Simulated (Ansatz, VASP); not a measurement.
Au in VASP and in Ansatz

```
Au
1.0
    -1.65727    1.65727    1.72356
     1.65727   -1.65727    1.72356
     1.65727    1.65727   -1.72356
Au
1
Direct
  0.00000 0.00000 0.00000
```

Change from the starting cell: strain +0.000 along x and y, +0.040 along z, atoms carried along.

Alike in both runs: task single point; functional PBEsol; k mesh 20 × 20 × 20; occupations gaussian, width 0.15 eV; no spin polarisation.

|  | VASP | Ansatz |
| --- | --- | --- |
| version | VASP 6.6.1 | Ansatz 0.2.0 |
| potentials or method | VASP PAW PBE potentials, release 64 (Au) | scalar-relativistic, plane waves, PAW |
| plane-wave cutoff (eV) | 520 | 420 |
| valence electrons in the cell | 11 | 19 |

Ansatz gave:

* gap on the k mesh at the Fermi level (eV): none
* pressure (GPa): -13.3
* largest component of the traceless stress (GPa): 0.20

Question: Estimate VASP's values.

Answer: gap on the k mesh at the Fermi level (eV): none; pressure (GPa): -13.5; largest component of the traceless stress (GPa): 0.20.

A gap of «none» marks a metal or a gap that the smearing closes. The functional is the same, so the differences come from potentials, cutoffs and numerics. The two sets of potentials don't hold the same shells in valence.

Caveats: the PAW data sets were made with another functional, which shifts forces and pressure a little (VASP). Spin-orbit coupling is left out, which matters for the levels of Au.
